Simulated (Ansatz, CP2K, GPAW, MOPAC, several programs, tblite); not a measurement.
## BeTe (h-MgO type) from semi-empirical methods to plane-wave DFT

BeTe (h-MgO type) (it has left that coordination), relaxed with r2SCAN in Ansatz, was computed with several methods. The symmetry is P6_3/mmc (No. 194, hexagonal); a = 4.031 Å, c = 8.144 Å in the conventional setting, 28.65 Å³ an atom. Around Be lie 3 Te at 2.33 Å; around Te lie 3 Be at 2.33 Å. The cell comes from a prototype generator: it can be a known phase or a hypothetical one. Spin polarisation is off.

```
Be Te
1.0
     4.03085    0.00000    0.00000
    -2.01543    3.49082    0.00000
     0.00000    0.00000    8.14405
Be Te
2 2
Direct
  0.33333 0.66667 0.25000
  0.66667 0.33333 0.75000
  0.66667 0.33333 0.25000
  0.33333 0.66667 0.75000
```

Gaps and times are for a single point on this cell; volume and bulk modulus come from each method's own relaxation or energy curve at fixed shape, which is too stiff where a cell has free coordinates or axes. Times are rough, from shared hosts (Arm Neoverse V2), and each method has its own mesh and cell size. A double dagger marks a value from a curve with shape and coordinates held. PM6 (MOPAC), PM7 (MOPAC), GFN1-xTB (tblite), GFN2-xTB (tblite) treat a cluster of cells at its zone centre, which samples few k points: where these miss a band edge, the gap comes out too large for that reason alone. Gaps from k meshes are read at a limited set of points (mesh, symmetry points, PBE's band edges), so each method's own least gap may be somewhat smaller. xTB and the PM methods were fitted mostly to molecules, and can miss a solid's gap by electronvolts. Minimal bases can be far off for gaps. Curves at held shape can't give the bulk modulus of a layered or molecular crystal, so none is listed. GLLB-SC's gap includes the derivative discontinuity. d marks a direct gap, i an indirect one (no mark: not told apart), a dash a value that wasn't computed or didn't pass its checks.

```
                              method              kind  gap (eV)  own volume (Å³/atom)  bulk modulus (GPa)  atoms computed  processor time
                         PM7 (MOPAC)    semi-empirical     11.60                29.25‡                   –              36          0.62 s
                         PM6 (MOPAC)    semi-empirical      8.62                     –                   –              36          0.64 s
                   GFN1-xTB (tblite)     tight binding      3.59                28.06‡                   –              36           1.3 s
light PBE (260 eV and a coarse mesh)  light plane-wave    2.56 i                     –                   –               4           1.6 s
                   GFN2-xTB (tblite)     tight binding      3.67                29.56‡                   –              36           2.4 s
              PBE/single zeta (GPAW)       small basis    2.02 i                     –                   –               4           4.1 s
                      PBE/SZV (CP2K)       small basis    2.51 i                     –                   –               4           4.5 s
                     PBE/DZVP (CP2K)       small basis    2.83 i                     –                   –               4           8.7 s
                                 PBE         semilocal    2.55 i                 30.84                   –               4           8.8 s
                              r2SCAN         semilocal    3.01 i                 28.65                   –               4            22 s
                      GLLB-SC (GPAW)   model potential      4.51                     –                   –               4            32 s
```

Against r2SCAN (3.01 eV) and with closed or daggered gaps left aside, the nearest gap at the points sampled is that of PBE/DZVP (CP2K) (-0.18 eV) and the farthest that of PM7 (MOPAC) (+8.59 eV). r2SCAN is only a yardstick of convenience: semilocal gaps usually lie below measured ones, which GLLB-SC and hybrids aim to mend.

Volumes against r2SCAN's: PBE +7.6 %.

Spin-orbit coupling is left out, which matters wherever the heavy atoms make up the band edges.
